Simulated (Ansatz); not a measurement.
The polar optical mode of MgO at 8 GPa, worked through

All numbers below come from DFT PBE, scalar-relativistic, plane waves, PAW (Ansatz). Settings: 420 eV plane-wave cutoff, Γ-centred 10×10×10 mesh, fixed occupations. No spin polarisation. Phonons by linear response, acoustic sum rule imposed.

The cell, relaxed at 8 GPa:
```
Mg O
1.0
     0.00000    2.09276    2.09276
     2.09276    0.00000    2.09276
     2.09276    2.09276    0.00000
Mg O
1 1
Direct
  0.00000 0.00000 0.00000
  0.50000 0.50000 0.50000
```

Linear response gives ν_TO = 409.9 cm⁻¹, Born charges ±1.978 e (positive on Mg) and ε∞ = 3.182. The primitive cell holds 18.331 Å³, and the masses are 24.305 and 15.999 amu.

Q: Find ν_LO and the static dielectric constant.

A: The long-wave field adds a restoring force: ω_LO² − ω_TO² = Z*²e²/(ε_vac ε∞ μV). In these units ν_LO² − ν_TO² = 4.92064×10⁷ Z*²/(μ V ε∞) cm⁻², with μ = m₁m₂/(m₁ + m₂) = 9.648 amu: 341935 cm⁻². So ν_LO = √(409.9² + 341935) = 714.1 cm⁻¹, and the run gives 714.1. Lyddane–Sachs–Teller then gives ε0 = ε∞ (ν_LO/ν_TO)² = 9.66, against 9.66 in the run (it forms both from the same three quantities, so the match checks the arithmetic only). Between ν_TO and ν_LO the dielectric function is negative and an undamped crystal reflects fully: a reststrahlen band from 14.0 to 24.4 μm.

Q: What do the Clausius–Mossotti polarisability and the Szigeti charge come to?

A: With the Lorentz local field, α = (3V/4π)(ε∞ − 1)/(ε∞ + 2) = 1.84 Å³ for the pair, and e_S = 3Z*/(ε∞ + 2) = 1.14 e. The Born charge includes the electrons' response to the dipole's own local field, and e_S takes that enhancement out. The Lorentz field assumes point-like polarisable ions, a fair picture at this small ε∞.

Q: How strongly does a slow electron couple to the LO mode?

A: For one isotropic parabolic band, Fröhlich's constant is α_F = (1/ε∞ − 1/ε0) √(m* Ry/ħω_LO), with Ry = 13.606 eV, ħω_LO = 88.5 meV and m* in free-electron masses: α_F = 0.2107 × 12.40 × √m* = 2.61 √m*. The band mass isn't part of this run; for m* = 0.1, 0.3 and 1 it gives 0.83, 1.43, 2.61. In weak coupling the polaron lies α_F ħω_LO below the band edge (127 meV at m* = 0.3) with a mass m*(1 + α_F/6); past α_F of about 5 or 6 that expansion fails. A semilocal functional's ε∞ tends to be too large, which taken alone lowers α_F.

Cost: 1 run of about 0.083 core-minutes, on Intel Xeon 6975P-C (Granite Rapids) (shared hosts).

The wide LO-TO splitting reflects strongly ionic bonding combined with weak electronic screening and a light reduced mass. The Born charge of 1.978 e lies close to the nominal ionic value, so displacing the ions drives little net charge transfer between oxygen p and magnesium states, unlike in ferroelectric perovskites, where dynamic covalency makes the Born charges anomalously large. The much smaller Szigeti charge therefore shouldn't be read as a static ionic charge or as evidence of half-covalent bonding; it probably reflects short-range deformation of the soft oxide shell as neighbouring ions move. Lattice displacements supply most of the static dielectric response, raising it from 3.182 to 9.66.

For electrons, the dispersive, s-like conduction band of MgO suggests a light mass and hence a large polaron at intermediate coupling. That estimate doesn't carry over to holes, whose oxygen p bands are heavier and degenerate at the band edge. With a single pressure computed, the results don't show how compression changes the splitting or the screening.
